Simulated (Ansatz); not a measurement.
**Electroresistance of MgB2/AlN/ZrB2**

Both polarities of the barrier in MgB2/AlN/ZrB2, relaxed and compared. The lower electrode is MgB2 AlB2(0001), the upper one ZrB2 AlB2(0001); the barrier is AlN zinc blende(111) (whole bilayers). In the first transport cell, after relaxation, the nearest pair of electrode and barrier is Mg–N at 2.42 Å, at a slant, at the lower face and Zr–Al at 3.29 Å, at a slant, at the upper one. All share a net of side 3.111 Å, which strains the lower electrode by +1.3 %, the upper one by -2.2 % and the barrier by +0.0 %, against typed lattice constants near PBE's. The first steps treat the bulk electrodes alone.

Program: Ansatz 0.2.0. Level of theory: PBE DFT, plane waves, PAW files, in the first sound run; inputs show where later runs differ. Results are calculated unless marked as measured.

## (1) Starting point

It takes space group P6/mmm (No. 191, hexagonal). Conventional cell: a = 3.111 Å, b = 3.111 Å, c = 3.497 Å, α = 90.00°, β = 90.00°, γ = 120.00°. Nearest to Mg lie 12 B at 2.51 Å. Nearest to B lie 3 B at 1.80 Å and 6 Mg at 2.51 Å. Farther neighbours are not listed.

## (2) The strained electrode, electrode MgB2 AlB2(0001)

The electrode is held to the junction's net and relaxed along the normal; its spacing is used for the ideal lead layers.

Contents of input.yaml:

```yaml
crystal:
  lattice:
    - [3.111, 0.0, 0.0]
    - [-1.5555, 2.6942050312, 0.0]
    - [0.0, 0.0, 3.4969996743]
  atoms:
    - { symbol: Mg, position: [0.0, 0.0, 0.0] }
    - { symbol: B, position: [0.3333333333, 0.6666666667, 0.5] }
    - { symbol: B, position: [0.6666666667, 0.3333333333, 0.5] }
kpoints:
  mp_grid: { grid: [12, 12, 9] }
scf:
  occupations: { method: fermi_dirac, width: 0.1 }
  max_iter: 150
hamiltonian:
  xc: pbe
relax:
  f_tol: 0.01
  max_steps: 40
  cell: { fix: [a, b, angles] }
```

The run is started by

```sh
$ ansatz run input.yaml --threads 4 --pin off --max-ram 12288MiB --backend cpu --events-out ev --progress --plain --runs-dir out
```

Numbers of over 12 decimals in the logs are rounded to 6 here.

The program printed:

```text
Engine: ansatz 0.2.0, aarch64-unknown-linux-gnu
Pseudopotentials: kind: paw
Pseudopotential: Mg, paw, valence charge 10, recommended cutoff 420 eV (normal), Mg.paw.azcp
Pseudopotential: B, paw, valence charge 3, recommended cutoff 420 eV (normal), B.paw.azcp
Functional definition: PBE
  parameter kappa = 0.804
  parameter beta = 0.066725
  exchange = pbe_x(kappa = kappa, mu = beta*pi^2/3)
  correlation = pbe_c(beta = beta)
Crystal: 3 atoms, lattice volume = 29.311 Å³
Basis set: ecut = 420 eV, 563 PW (Γ), exchange–correlation on 48×48×48 points (8 copies of the dense FFT grid, shifted against one another)
Bands: 12, of which v1, the nominal top of the filled ones, is band 8 counted from 1 (7 counted from 0)
Symmetry: 24 space group operations
Space group: P6/mmm (ITA 191), of the structure as read, at distance tolerance 3.1e-5 Å
k-points: 95 of 1296
Non-local potential: Mg, projectors of the file, l = 0: 3, l = 1: 2, l = 2: 1
Non-local potential: B, projectors of the file, l = 0: 2, l = 1: 2, l = 2: 1
PAW form: soft (Blöchl's): semilocal exchange-correlation on the pseudo side does not see the compensation charge
PAW one-centre angular grid: Mg, 110 points (default); XC on 64 Gauss nodes
PAW one-centre angular grid: B, 110 points (default); XC on 64 Gauss nodes
Initial density: superposition of atomic densities (neutral atoms: chi_scale 0, normalization atom), corrected by the library's trained network
Initial wavefunctions: pseudopotential atomic-orbital guess
Functional: x = pbe(κ = 0.804, μ = 0.219515), c = pbe(β = 0.066725)
SCF iter   1: F=—  HF=-2236.023617 eV  |F-HF|=—  |Δ(HF+E_count)|=         —  Δρ=1.11e-3  dr2=1.94e-4  ethr=1.77e-3  ⟨swp⟩=5.0  Hψ=6018  notcnv=0
preconditioner: auto → none  [metal: Δε(μ)=0.073 eV  Ē_g=11.076 eV  σ=0.100 eV  W_gap=0.18  n_scr=8 (ndim 8)  ℏωp=19.4 eV  f_vac=0.000  D(μ)=0.58/eV (n_scr^D=2)  sad-step TF]
SCF iter   2: F=—  HF=-2236.024377 eV  |F-HF|=—  |Δ(HF+E_count)|=   7.60e-4  Δρ=6.83e-4  dr2=8.98e-5  ethr=1.21e-6  ⟨swp⟩=3.0  Hψ=2822  notcnv=0
SCF iter   3: F=—  HF=-2236.024448 eV  |F-HF|=—  |Δ(HF+E_count)|=   7.13e-5  Δρ=1.62e-4  dr2=1.01e-5  ethr=5.61e-7  ⟨swp⟩=2.0  Hψ=1511  notcnv=0
SCF iter   4: F=—  HF=-2236.024444 eV  |F-HF|=—  |Δ(HF+E_count)|=   4.20e-6  Δρ=4.75e-5  dr2=3.66e-7  ethr=6.33e-8  ⟨swp⟩=2.0  Hψ=1436  notcnv=0
iter 5 did not close the SCF: its close was put off for the readings that it lacked (scf_convergence_deferred on its scf_iter line)
SCF iter   5: F=-2236.024444 eV  HF=-2236.024444 eV  |F-HF|=1.67e-9  |Δ(HF+E_count)|=   4.08e-8  Δρ=9.42e-6  dr2=1.07e-8  ethr=2.29e-9  ⟨swp⟩=2.6  Hψ=1869  notcnv=0
SCF iter   6: F=-2236.024444 eV  HF=-2236.024444 eV  |F-HF|=2.40e-9  |Δ(HF+E_count)|=   5.94e-9  Δρ=2.40e-6  dr2=2.89e-9  ethr=6.69e-11  ⟨swp⟩=2.0  Hψ=3781  notcnv=0
SCF 1 converged in 6 iterations: F = -2236.024444 eV  dr2 = 2.89e-9
  greatest PAW one-centre occupation: 1.000 electrons in one spin orbital (limit 2), on the Mg atom at site 0 (counted from 0), in its partial waves of l = 0
relax step   1: F+E_penalty+E_count = -2236.02444430 eV  Δ(F+E_penalty+E_count) = +0.000e0 eV  max|allowed force component| = 1.449e-16 eV/Å  Δτ_max = 0.0000 Å  P = -3.011 GPa  Ω = 29.311 Å³  fix = [a, b, alpha, beta, gamma]  reactions: a -5.023, b -5.023 GPa  (6 SCF iters, dr2 threshold 1.00e-7 eV, accepted)
Crystal: 3 atoms, lattice volume = 29.417 Å³
Initial density: handed on by an earlier stage of this run
Initial wavefunctions: those handed on with the density
iter 1 solved again at ethr=3.61e-7 eV; its pass at ethr=3.10e-3 eV (dr2=5.78e-5 eV) is discarded
SCF iter   1: F=—  HF=-2236.024687 eV  |F-HF|=—  |Δ(HF+E_count)|=         —  Δρ=3.12e-4  dr2=4.88e-5  ethr=3.61e-7  ⟨swp⟩=2.0  Hψ=7379  notcnv=0
preconditioner: auto → none  [metal: Δε(μ)=0.091 eV  Ē_g=11.048 eV  σ=0.100 eV  W_gap=0.22  n_scr=8 (ndim 8)  ℏωp=19.4 eV  f_vac=0.000  D(μ)=0.59/eV (n_scr^D=2)]
SCF iter   2: F=—  HF=-2236.024694 eV  |F-HF|=—  |Δ(HF+E_count)|=   6.74e-6  Δρ=8.31e-5  dr2=9.20e-7  ethr=3.05e-7  ⟨swp⟩=2.0  Hψ=1429  notcnv=0
SCF iter   3: F=-2236.024693 eV  HF=-2236.024693 eV  |F-HF|=3.22e-8  |Δ(HF+E_count)|=   3.10e-7  Δρ=4.22e-5  dr2=2.17e-7  ethr=1.87e-9  ⟨swp⟩=4.0  Hψ=3578  notcnv=0
SCF 2 converged in 3 iterations: F = -2236.024693 eV  dr2 = 2.17e-7
relax step   2: F+E_penalty+E_count = -2236.02469345 eV  Δ(F+E_penalty+E_count) = -2.491e-4 eV  max|allowed force component| = 2.591e-16 eV/Å  Δτ_max = 0.0000 Å  P = -3.387 GPa  Ω = 29.417 Å³  energy of the carried Pulay correction = -1.058e-4 eV  fix = [a, b, alpha, beta, gamma]  reactions: a -5.109, b -5.109 GPa  (3 SCF iters, dr2 threshold 3.00e-7 eV, accepted)
Crystal: 3 atoms, lattice volume = 29.424 Å³
iter 1 solved again at ethr=3.74e-9 eV; its pass at ethr=3.10e-3 eV (dr2=5.99e-7 eV) is discarded
SCF iter   1: F=—  HF=-2236.024665 eV  |F-HF|=—  |Δ(HF+E_count)|=         —  Δρ=5.41e-5  dr2=5.58e-7  ethr=3.74e-9  ⟨swp⟩=2.5  Hψ=7240  notcnv=0
preconditioner: auto → none  [metal: Δε(μ)=0.094 eV  Ē_g=11.048 eV  σ=0.100 eV  W_gap=0.23  n_scr=8 (ndim 8)  ℏωp=19.4 eV  f_vac=0.000  D(μ)=0.59/eV (n_scr^D=2)]
SCF iter   2: F=—  HF=-2236.024688 eV  |F-HF|=—  |Δ(HF+E_count)|=   2.37e-5  Δρ=2.69e-5  dr2=8.18e-8  ethr=3.49e-9  ⟨swp⟩=2.2  Hψ=1456  notcnv=0
SCF iter   3: F=—  HF=-2236.024688 eV  |F-HF|=—  |Δ(HF+E_count)|=   6.75e-9  Δρ=6.52e-6  dr2=9.40e-9  ethr=5.11e-10  ⟨swp⟩=2.2  Hψ=1568  notcnv=0
SCF iter   4: F=-2236.024688 eV  HF=-2236.024688 eV  |F-HF|=8.09e-11  |Δ(HF+E_count)|=  5.58e-10  Δρ=8.40e-7  dr2=8.82e-11  ethr=5.22e-11  ⟨swp⟩=4.0  Hψ=3472  notcnv=0
SCF 3 converged in 4 iterations: F = -2236.024688 eV  dr2 = 8.82e-11
relax step   3: F+E_penalty+E_count = -2236.02468823 eV  Δ(F+E_penalty+E_count) = +5.216e-6 eV  max|allowed force component| = 2.313e-16 eV/Å  Δτ_max = 0.0000 Å  P = -3.412 GPa  Ω = 29.424 Å³  energy of the carried Pulay correction = -1.122e-4 eV  fix = [a, b, alpha, beta, gamma]  reactions: a -5.118, b -5.118 GPa  (4 SCF iters, dr2 threshold 8.35e-9 eV, accepted)
Initial wavefunctions: pseudopotential atomic-orbital guess (no wavefunctions were taken with the density)
iter 1 solved again at ethr=2.70e-8 eV; its pass at ethr=3.10e-3 eV (dr2=4.31e-6 eV) is discarded
SCF iter   1: F=—  HF=-2236.024767 eV  |F-HF|=—  |Δ(HF+E_count)|=         —  Δρ=2.17e-5  dr2=5.02e-9  ethr=2.70e-8  ⟨swp⟩=3.3  Hψ=9348  notcnv=0
SCF iter   2: F=—  HF=-2236.024790 eV  |F-HF|=—  |Δ(HF+E_count)|=   2.37e-5  Δρ=1.09e-5  dr2=1.39e-9  ethr=3.14e-11  ⟨swp⟩=2.1  Hψ=1910  notcnv=0
SCF iter   3: F=—  HF=-2236.024791 eV  |F-HF|=—  |Δ(HF+E_count)|=   1.34e-7  Δρ=1.93e-6  dr2=2.30e-10  ethr=8.67e-12  ⟨swp⟩=2.1  Hψ=1544  notcnv=0
SCF iter   4: F=-2236.024791 eV  HF=-2236.024791 eV  |F-HF|=2.73e-12  |Δ(HF+E_count)|=   3.67e-9  Δρ=1.63e-7  dr2=4.33e-12  ethr=1.00e-12  ⟨swp⟩=4.1  Hψ=5126  notcnv=0
SCF 4 converged in 4 iterations: F = -2236.024791 eV  dr2 = 4.33e-12
relax step   4: F+E_penalty+E_count = -2236.02479061 eV  Δ(F+E_penalty+E_count) = -1.024e-4 eV  max|allowed force component| = 2.745e-16 eV/Å  Δτ_max = 0.0000 Å  P = -3.408 GPa  Ω = 29.424 Å³  fix = [a, b, alpha, beta, gamma]  reactions: a -5.115, b -5.115 GPa  stress off target by 8.18e-3 GPa on what of the cell is left free  SCF on the basis re-selected at this cell (its energy is not comparable with the rows above)  (4 SCF iters)
basis re-selected at this cell: Δ(F+E_penalty+E_count) = -1.024e-4 eV, ΔP = +0.004 GPa vs the last step (what re-selecting the basis moved, of the pressure what is left beyond the Pulay correction that the steps carried, after the strain that the cell walked since its last selection, with what the two solves' SCF thresholds leave and, on support functions, any second-order correction that the steps lacked; it is no m [...]
SCF converged after 4 iterations
Free energy (F): -2236.024791 eV
Harris-Foulkes:  -2236.024791 eV  (|F-HF|=2.73e-12)
Internal energy: -2236.004310 eV  (E = F + TS)
E sigma→0 (E₀):  -2236.014551 eV
Entropy (-TS):   -0.020480 eV (-6.827 meV/atom)
Fermi energy:    9.035015 eV
--- Per-component energies (eV) ---
  E_band       = -295.729036
  E_kinetic    = 172.691846
  E_local      = -1527.040184  (includes V_loc(G=0)·N_el)
  E_nonlocal   = 117.963515
  E_hartree    = 543.633957
  E_xc         = -93.778944
  E_vxc        = -114.432255  (∫ρ·V_xc dr)
  E_paw        = -448.978411  (= ΣΔE_a)
  E_vpaw       = -32.179916  (= ΣTr[D̂ρ^β])
  E_aug_tail   = -0.000013  (compensation charges beyond the density's cutoff)
  E_ewald      = -1000.496076
  E_smearing   = -0.020480  (= −TS)
  E_closure    = -0.000000  (closes the sum)
  Σ components = -2236.024791   (vs F -2236.024791, Δ=0.00e0)
--- Forces (eV/Å), atoms counted from 1 ---
  atom   1  Mg     0.00000000     0.00000000     0.00000000
  atom   2  B     -0.00000000    -0.00000000     0.00000000
  atom   3  B     -0.00000000     0.00000000    -0.00000000
  max |Σ_I F_I| component: 7.40e-17 eV/Å
--- Stress (GPa, compression-positive) ---
       -5.115492       0.000000       0.000000
        0.000000      -5.115492       0.000000
        0.000000       0.000000       0.008184
  P = ⅓ Tr σ = -3.4076 GPa (-34.076 kbar)
--- Relaxed structure (3 steps of the walk, 3 accepted, 1 SCFs on fresh bases) ---
  F+E_penalty+E_count = -2236.02479061 eV   max|allowed force component| = 2.745e-16 eV/Å   (the final SCF, on the basis selected at the relaxed cell)
  cell:  # Å, volume = 29.4239 Å³
    - [3.111000, 0, 0.0]
    - [-1.555500, 2.694205, 0.0]
    - [0.0, 0.0, 3.510506]
  atoms:
    - { symbol: Mg, position: [0, 0, 0.0] }
    - { symbol: B, position: [0.333333, 0.666667, 0.5] }
    - { symbol: B, position: [0.666667, 0.333333, 0.5] }
```

Run time: 2.9 s. Hardware: 4 threads of Arm Neoverse N1, shared host; peak memory 0.32 GiB; 9.7 s of CPU time.

Relaxation path:

```tsv
step	energy less that of the first step (eV)	largest force component (eV/Å)	pressure (GPa)	volume (Å³)
1	0.0000	0.0000	-3.01	29.31
2	-0.0002	0.0000	-3.39	29.42
3	-0.0002	0.0000	-3.41	29.42
4*	-0.0003	0.0000	-3.41	29.42
```

Relaxation steps marked * repeat the geometry before them on a plane-wave basis chosen anew for their cell, so energy and pressure can jump there.

The run keeps the 24 symmetry operations that it works with, so distortions that break them were not tested.

```tsv
conventional cell, symmetrised	before	after	change
a (Å)	3.111	3.111	+0.0 %
b (Å)	3.111	3.111	+0.0 %
c (Å)	3.497	3.511	+0.4 %
volume (Å³/atom)	9.77	9.81	+0.4 %
```

The relaxed structure:

```cif
data_structure
_symmetry_space_group_name_H-M 'P 1'
_symmetry_Int_Tables_number 1
_cell_length_a 3.1110
_cell_length_b 3.1110
_cell_length_c 3.5105
_cell_angle_alpha 90.000
_cell_angle_beta 90.000
_cell_angle_gamma 120.000
_cell_volume 29.42
loop_
_atom_site_label
_atom_site_type_symbol
_atom_site_fract_x
_atom_site_fract_y
_atom_site_fract_z
_atom_site_occupancy
Mg1 Mg 0.00000 0.00000 0.00000 1
B2 B 0.33333 0.66667 0.50000 1
B3 B 0.66667 0.33333 0.50000 1
```

Numbers from this step:

| Property | Result |
| --- | --- |
| free energy | -2236.0248 eV |
| Fermi energy | 9.035 eV |
| pressure | -3.408 GPa |

The cell grew by 0.4 % in volume.

## (3) Layer spacing of the electrode, electrode ZrB2 AlB2(0001)

System of this step: ZrB2. Symmetry: P6/mmm, No. 191, hexagonal system. Conventional cell: a = 3.111 Å, b = 3.111 Å, c = 3.604 Å, α = 90.00°, β = 90.00°, γ = 120.00°. Nearest to Zr lie 12 B at 2.54 Å. Nearest to B lie 3 B at 1.80 Å and 6 Zr at 2.54 Å. Farther neighbours are not listed.

The electrode is held to the junction's net and relaxed along the normal; its spacing is used for the ideal lead layers.

input.yaml, the sections that differ from step 2:

```yaml
crystal:
  lattice:
    - [3.111, 0.0, 0.0]
    - [-1.5555, 2.6942050312, 0.0]
    - [0.0, 0.0, 3.6039198113]
  atoms:
    - { symbol: Zr, position: [0.0, 0.0, 0.0] }
    - { symbol: B, position: [0.3333333333, 0.6666666667, 0.5] }
    - { symbol: B, position: [0.6666666667, 0.3333333333, 0.5] }
# kpoints, scf, hamiltonian, relax: as in step 2
```

The program printed:

```text
[...]
Crystal: 3 atoms, lattice volume = 30.207 Å³
Basis set: ecut = 420 eV, 565 PW (Γ), exchange–correlation on 48×48×50 points (8 copies of the dense FFT grid, shifted against one another)
Bands: 13, of which v1, the nominal top of the filled ones, is band 9 counted from 1 (8 counted from 0)
Symmetry: 24 space group operations
[...]
k-points: 95 of 1296
[...]
SCF iter   1: F=—  HF=-4498.686759 eV  |F-HF|=—  |Δ(HF+E_count)|=         —  Δρ=1.21e-3  dr2=2.07e-4  ethr=1.77e-3  ⟨swp⟩=4.8  Hψ=6034  notcnv=0
[...]
SCF iter   6: F=-4498.686746 eV  HF=-4498.686746 eV  |F-HF|=2.76e-9  |Δ(HF+E_count)|=   1.75e-8  Δρ=3.99e-6  dr2=3.51e-9  ethr=2.91e-10  ⟨swp⟩=2.0  Hψ=3911  notcnv=0
SCF 1 converged in 6 iterations: F = -4498.686746 eV  dr2 = 3.51e-9
[...]
relax step   1: F+E_penalty+E_count = -4498.68674555 eV  Δ(F+E_penalty+E_count) = +0.000e0 eV  max|allowed force component| = 1.419e-16 eV/Å  Δτ_max = 0.0000 Å  P = +5.880 GPa  Ω = 30.207 Å³  fix = [a, b, alpha, beta, gamma]  reactions: a +10.305, b +10.305 GPa  (6 SCF iters, dr2 threshold 1.00e-7 eV, accepted)
Crystal: 3 atoms, lattice volume = 29.845 Å³
Basis set: ecut = 420 eV, 563 PW (Γ), exchange–correlation on 48×48×50 points (8 copies of the dense FFT grid, shifted against one another)
[...]
SCF iter   6: F=-4498.687770 eV  HF=-4498.687770 eV  |F-HF|=3.64e-12  |Δ(HF+E_count)|=  4.64e-11  Δρ=2.51e-7  dr2=1.42e-11  ethr=1.16e-12  ⟨swp⟩=1.0  Hψ=3639  notcnv=0
SCF 2 converged in 6 iterations: F = -4498.687770 eV  dr2 = 1.42e-11
relax step   2: F+E_penalty+E_count = -4498.68777036 eV  Δ(F+E_penalty+E_count) = -1.025e-3 eV  max|allowed force component| = 2.652e-16 eV/Å  Δτ_max = 0.0000 Å  P = +8.836 GPa  Ω = 29.845 Å³  energy of the carried Pulay correction = +4.801e-4 eV  fix = [a, b, alpha, beta, gamma]  reactions: a +11.977, b +11.977 GPa  (6 SCF iters, dr2 threshold 3.00e-7 eV, accepted)
Crystal: 3 atoms, lattice volume = 30.012 Å³
[...]
SCF iter   6: F=-4498.688847 eV  HF=-4498.688847 eV  |F-HF|=9.09e-13  |Δ(HF+E_count)|=  1.36e-11  Δρ=1.05e-7  dr2=2.76e-12  ethr=1.00e-12  ⟨swp⟩=1.0  Hψ=2911  notcnv=0
SCF 3 converged in 6 iterations: F = -4498.688847 eV  dr2 = 2.76e-12
relax step   3: F+E_penalty+E_count = -4498.68884726 eV  Δ(F+E_penalty+E_count) = -1.077e-3 eV  max|allowed force component| = 1.665e-16 eV/Å  Δτ_max = 0.0000 Å  P = +7.442 GPa  Ω = 30.012 Å³  energy of the carried Pulay correction = +2.574e-4 eV  fix = [a, b, alpha, beta, gamma]  reactions: a +11.188, b +11.188 GPa  (6 SCF iters, dr2 threshold 3.00e-7 eV, accepted)
[...]
relax step   4: F+E_penalty+E_count = -4498.68860941 eV  Δ(F+E_penalty+E_count) = +2.379e-4 eV  max|allowed force component| = 2.714e-16 eV/Å  Δτ_max = 0.0000 Å  P = +7.433 GPa  Ω = 30.012 Å³  fix = [a, b, alpha, beta, gamma]  reactions: a +11.183, b +11.183 GPa  stress off target by 6.71e-2 GPa on what of the cell is left free  SCF on the basis re-selected at this cell (its energy is not comparable with the rows above)  (8 SCF iters)
[...]
relax step   5: F+E_penalty+E_count = -4498.68861608 eV  Δ(F+E_penalty+E_count) = -6.667e-6 eV  max|allowed force component| = 2.035e-16 eV/Å  Δτ_max = 0.0000 Å  P = +7.468 GPa  Ω = 30.008 Å³  energy of the carried Pulay correction = +5.749e-6 eV  fix = [a, b, alpha, beta, gamma]  reactions: a +11.202, b +11.202 GPa  (6 SCF iters, dr2 threshold 1.13e-8 eV, accepted)
[...]
SCF iter   1: F=—  HF=-4498.688589 eV  |F-HF|=—  |Δ(HF+E_count)|=         —  Δρ=1.07e-6  dr2=1.64e-10  ethr=5.37e-8  ⟨swp⟩=3.1  Hψ=9548  notcnv=0
eigensolver tolerance schedule: the retry pair's looser diagonalisation over-reported the residual by 58906.12 of it (diagonalisation noise at an unbounded share of the residual, at the tolerance the schedule requests for it); recorded, not acted on — ethr = c·dr2/N_el stays at c = 1.0e-1
SCF iter   2: F=—  HF=-4498.688612 eV  |F-HF|=—  |Δ(HF+E_count)|=   2.26e-5  Δρ=6.51e-7  dr2=8.67e-11  ethr=1.00e-12  ⟨swp⟩=3.0  Hψ=2897  notcnv=0
[...]
SCF iter   7: F=-4498.688612 eV  HF=-4498.688612 eV  |F-HF|=2.73e-12  |Δ(HF+E_count)|=  2.73e-12  Δρ=2.23e-8  dr2=8.88e-14  ethr=1.00e-12  ⟨swp⟩=2.7  Hψ=3861  notcnv=0
SCF 6 converged in 7 iterations: F = -4498.688612 eV  dr2 = 8.88e-14
relax step   6: F+E_penalty+E_count = -4498.68861152 eV  Δ(F+E_penalty+E_count) = +4.562e-6 eV  max|allowed force component| = 3.146e-16 eV/Å  Δτ_max = 0.0000 Å  P = +7.468 GPa  Ω = 30.008 Å³  fix = [a, b, alpha, beta, gamma]  reactions: a +11.202, b +11.202 GPa  stress off target by 1.39e-3 GPa on what of the cell is left free  SCF on the basis re-selected at this cell (its energy is not comparable with the rows above)  (7 SCF iters)
[...]
SCF converged after 7 iterations
Free energy (F): -4498.688612 eV
[...]
Internal energy: -4498.680739 eV  (E = F + TS)
E sigma→0 (E₀):  -4498.684675 eV
Entropy (-TS):   -0.007872 eV (-2.624 meV/atom)
Fermi energy:    16.215705 eV
[...]
--- Stress (GPa, compression-positive) ---
       11.202394       0.000000      -0.000000
       -0.000000      11.202394      -0.000000
       -0.000000      -0.000000      -0.001388
  P = ⅓ Tr σ = 7.4678 GPa (74.678 kbar)
--- Relaxed structure (4 steps of the walk, 4 accepted, 2 SCFs on fresh bases) ---
[...]
cell:  # Å, volume = 30.0081 Å³
    - [3.111000, 0, 0]
    - [-1.555500, 2.694205, 0]
    - [0, 0, 3.580208]
  atoms:
    - { symbol: Zr, position: [0, 0, 0] }
    - { symbol: B, position: [0.333333, 0.666667, 0.5] }
    - { symbol: B, position: [0.666667, 0.333333, 0.5] }
```

Run time: 6 s. Hardware: 4 threads; peak memory 0.35 GiB.

The steps of the relaxation:

```tsv
step	energy less that of the first step (eV)	largest force component (eV/Å)	pressure (GPa)	volume (Å³)
1	0.0000	0.0000	5.88	30.21
2	-0.0010	0.0000	8.84	29.85
3	-0.0021	0.0000	7.44	30.01
4*	-0.0019	0.0000	7.43	30.01
5	-0.0019	0.0000	7.47	30.01
6*	-0.0019	0.0000	7.47	30.01
```

Relaxation steps marked * repeat the geometry before them on a plane-wave basis chosen anew for their cell, so energy and pressure can jump there.

Forces are held to the 24 operations that the run works with; a distortion that breaks them can't arise in this run.

```tsv
conventional cell, symmetrised	before	after	change
a (Å)	3.111	3.111	+0.0 %
b (Å)	3.111	3.111	+0.0 %
c (Å)	3.604	3.580	-0.7 %
volume (Å³/atom)	10.07	10.00	-0.7 %
```

Final coordinates:

```
Zr B
1.0
     3.11100    0.00000    0.00000
    -1.55550    2.69421    0.00000
     0.00000    0.00000    3.58021
Zr B
1 2
Direct
  0.00000 0.00000 0.00000
  0.33333 0.66667 0.50000
  0.66667 0.33333 0.50000
```

This step gave:

| Property | Result |
| --- | --- |
| free energy | -4498.6886 eV |
| Fermi energy | 16.22 eV |
| pressure | 7.468 GPa |

(Part 1 of 7 ends here.)

[Logs are printed without paths, hosts, clocks, repeated set-up lines and the standing remarks that a program may print on its own settings, such as how far it seeks lower states.]

[Hosts, paths, dates, database ids (printed as entryN), source tags and the programs' standing remarks are cut or masked in the printed files.]
